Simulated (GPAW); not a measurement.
The system is Sn.

```
Sn
1.0
    -1.72654    1.77555    2.33834
     1.72654   -1.77555    2.33834
     1.72654    1.77555   -2.33834
Sn
1
Direct
  0.00000 0.00000 0.00000
```

This isn't the form of Sn at room conditions, which is tetragonal (white tin).

Base run:

| Property | Result |
| --- | --- |
| Program | GPAW 26.7.0 |
| Functional | PBE |
| Potentials or basis | GPAW PAW data sets (gpaw-data 1.2.1) |
| Cutoff | 600 eV |
| Basis | pw |
| k mesh | 11 × 11 × 11 |
| Occupations | gaussian, width 0.1 eV |
| Spin | no spin polarisation |

Its results: band gap on the k mesh none (metal or under the smearing width); pressure -1.2 GPa.

Question: The run is repeated on the same cell with these changes: functional from PBE to RPBE; potentials or basis from GPAW PAW data sets (gpaw-data 1.2.1) to the program's PAW data sets (release 1.2.1) made for this functional. What comes out?

Answer: Band gap on the k mesh none (metal or under the smearing width); pressure 0.1 GPa.
